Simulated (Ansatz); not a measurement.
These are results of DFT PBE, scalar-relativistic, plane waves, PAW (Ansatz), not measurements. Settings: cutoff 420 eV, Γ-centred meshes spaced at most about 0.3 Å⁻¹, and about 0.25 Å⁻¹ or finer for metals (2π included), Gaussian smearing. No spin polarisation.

All energies are static (0 K, no zero-point motion).

Problem. Which of these relaxed structures of Li3S2 is the lowest in energy?
A.

```cif
data_structure
_symmetry_space_group_name_H-M 'P-6m2'
_symmetry_Int_Tables_number 187
_cell_length_a 6.6148
_cell_length_b 6.6148
_cell_length_c 2.6123
_cell_angle_alpha 90.000
_cell_angle_beta 90.000
_cell_angle_gamma 120.000
_cell_volume 98.99
loop_
_atom_site_label
_atom_site_type_symbol
_atom_site_symmetry_multiplicity
_atom_site_Wyckoff_symbol
_atom_site_fract_x
_atom_site_fract_y
_atom_site_fract_z
_atom_site_occupancy
Li1 Li 3 j 0.47589 0.52411 0.00000 1
S1 S 1 a 0.00000 0.00000 0.00000 1
S2 S 1 e 0.66667 0.33333 0.00000 1
```

B.

```cif
data_structure
_symmetry_space_group_name_H-M 'P-1'
_symmetry_Int_Tables_number 2
_cell_length_a 3.9151
_cell_length_b 4.2893
_cell_length_c 5.4247
_cell_angle_alpha 97.261
_cell_angle_beta 100.047
_cell_angle_gamma 115.988
_cell_volume 78.49
loop_
_atom_site_label
_atom_site_type_symbol
_atom_site_symmetry_multiplicity
_atom_site_Wyckoff_symbol
_atom_site_fract_x
_atom_site_fract_y
_atom_site_fract_z
_atom_site_occupancy
Li1 Li 1 a 0.00000 0.00000 0.00000 1
Li2 Li 2 i 0.56914 0.31348 0.68681 1
S1 S 2 i 0.72645 0.28553 0.25158 1
```

Solution. B. The other, A, lies 0.82 eV/atom higher. Forms: B P-1; A P-6m2. Counting S atoms around Li (those within 1.25 times the shortest such distance or 1.15 times the sum of covalent radii, 1.27 where that leaves under three): B has Li 4; A has Li 1. Origin: A, invented; B, invented, then shaken at random and relaxed again.

In P-1, P-6m2 an odd number of electrons in the primitive cell allows no gap without spin; a larger cell or a magnetic state could open one. Cells relaxed within their symmetry can be saddle points. Some structure types and database cells were kept out of the candidates from the start, so a known form may be missing.
